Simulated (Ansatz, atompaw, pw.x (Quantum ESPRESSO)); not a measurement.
## pw.x on sc Pm: one setting changed

Potential: PAW, atompaw 4.2.0.5, PBE; core [Kr] 4d10, reference 4f5 5s2 5p6 5d0 6s2 6p0; waves: 5s (bound): rc 2.25 bohr; 6s (bound): rc 2.60 bohr; 5p (bound): rc 2.15 bohr; 6p (bound, empty): rc 2.55 bohr; 5d (bound, empty): rc 3.00 bohr; 5d channel at 0.85 Ry: rc 3.00 bohr; 4f (bound): rc 1.55 bohr; 4f channel at 1.4 Ry: rc 1.55 bohr; local part: troulliermartins scheme with l = 4 at 0 Ry, radius 2.50 bohr; core correction: smooth core density matched at 2.00 bohr; augmentation: sinc compensation charge, radius 2.85 bohr; PAW radius 3.00 bohr; waves and projectors: custom polynom vanderbiltortho.

The reference run (k-mesh 13³, cutoffs 145/900 Ry, Fermi–Dirac 0.01 Ry, mixing_beta 0.4, conv_thr 1e-9, no spin) gives -0.18 GPa at 17.883 Å³/atom, where all-electron LAPW gives -0.78 GPa. This run, with its own iteration cap, changes mixing_mode to TF.

```
&control
  calculation='scf', prefix='x', pseudo_dir='./', outdir='./tmp', tstress=.true., disk_io='none'
/
&system
  ibrav=0, nat=1, ntyp=1, ecutwfc=145, ecutrho=900, nbnd=15,
  occupations='smearing', smearing='fd', degauss=0.01
/
&electrons
  conv_thr=1e-09, mixing_beta=0.4, electron_maxstep=70, mixing_mode='TF'
/
ATOMIC_SPECIES
Pm 1.0 Pm.UPF
CELL_PARAMETERS angstrom
  2.61505077 0.00000000 0.00000000
  0.00000000 2.61505077 0.00000000
  0.00000000 0.00000000 2.61505077
ATOMIC_POSITIONS crystal
Pm 0.0000 0.0000 0.0000
K_POINTS automatic
13 13 13 0 0 0
```

```bash
pw.x < Pm.scf.in > Pm.scf.out
```

Question: How does the run end?

Answer: It converges in 15 iterations; the free energy moves by +0.0 meV/atom and the pressure by +0.01 GPa. The result is that of the reference run.

```
Message from routine setup:
     using ibrav=0 with symmetry is DISCOURAGED, use correct ibrav instead
     lattice parameter (alat)  =       4.9417  a.u.
     unit-cell volume          =     120.6805 (a.u.)^3
     number of electrons       =        15.00
     number of Kohn-Sham states=           15
     kinetic-energy cutoff     =     145.0000  Ry
     charge density cutoff     =     900.0000  Ry
     scf convergence threshold =      1.0E-09
     Exchange-correlation= SLA PW PBX PBC
     number of k points=    84  Fermi-Dirac smearing, width (Ry)=  0.0100
     iteration #  1     ecut=   145.00 Ry     beta= 0.40
     total energy              =    -567.91467232 Ry
     estimated scf accuracy    <       1.07403847 Ry
     iteration #  2     ecut=   145.00 Ry     beta= 0.40
     total energy              =    -568.50693721 Ry
     estimated scf accuracy    <       1.42427665 Ry
     iteration #  3     ecut=   145.00 Ry     beta= 0.40
     total energy              =    -569.22454065 Ry
     estimated scf accuracy    <       0.02833246 Ry
     [... 9 iterations left out ...]
     iteration # 13     ecut=   145.00 Ry     beta= 0.40
     total energy              =    -569.22109679 Ry
     estimated scf accuracy    <       0.00000003 Ry
     iteration # 14     ecut=   145.00 Ry     beta= 0.40
     total energy              =    -569.22109679 Ry
     estimated scf accuracy    <          6.8E-09 Ry
     iteration # 15     ecut=   145.00 Ry     beta= 0.40
     the Fermi energy is    24.1047 ev
!    total energy              =    -569.22109679 Ry
     estimated scf accuracy    <          6.4E-10 Ry
     smearing contrib. (-TS)   =      -0.02818498 Ry
     convergence has been achieved in  15 iterations
          total   stress  (Ry/bohr**3)                   (kbar)     P=       -1.66
     Message from routine punch:
     Nothing written, as per user request (disk_io='none')
```

The run took about 81 s on one core of a shared host (Intel(R) Xeon(R) 6975P-C, 192 threads, 378 GiB, load 76).
